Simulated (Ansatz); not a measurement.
The system is MnO2.

```
Mn O
1.0
     2.85658    0.00000    0.00000
    -1.42829    2.47387    0.00000
     0.00000    0.00000    4.60137
Mn O
1 2
Direct
  0.00000 0.00000 0.50000
  0.33333 0.66667 0.70629
  0.66667 0.33333 0.29371
```

Measurements of this composition are mostly on another form, of space group No. 136.

- Program: Ansatz 0.2.0
- Task: relaxation of cell and atoms
- Functional: PBEsol
- Potentials or basis: all-electron LAPW, scalar-relativistic
- Basis error allowed: 0.002 eV/atom
- k mesh: 11 × 11 × 6
- Occupations: fermi-dirac, width 0.05 eV
- Spin: collinear spin, ferromagnetic start
- Starting moments: [4.0, 0.0, 0.0] μB

At the start: volume 10.84 Å³/atom.

Where does the relaxation end?

Over 12 steps the energy falls by 3.5 meV/atom and the volume is 11.95 Å³/atom (+10.3 %); space group P-3m1 (No. 164, to 0.05 Å); moment 3.00 μB per cell.

Step by step:
```tsv
step	energy change (eV)	largest force (eV/Å)	volume (Å³)
1	0.0000	0.1611	32.52
2	-0.0054	0.0752	32.92
3	-0.0088	0.0526	33.80
4	-0.0092	0.0817	34.24
5	-0.0098	0.0078	34.63
6	-0.0099	0.0011	34.87
7	-0.0099	0.0039	35.13
8	-0.0099	0.0013	35.18
9	-0.0106	0.0011	35.18
10	-0.0106	0.0029	35.70
11	-0.0106	0.0013	35.86
12	-0.0106	0.0012	35.86
```

Final structure:
```xyz
3
Lattice="2.8404 0.0000 0.0000 -1.4202 2.4599 0.0000 0.0000 0.0000 5.1327" Properties=species:S:1:pos:R:3 pbc="T T T"
Mn    0.0000    0.0000    2.5663
O     0.0000    1.6399    3.5162
O     1.4202    0.8200    1.6165
```

Caveat: a cell with one magnetic atom can't hold antiferromagnetic order, which such compounds often take.
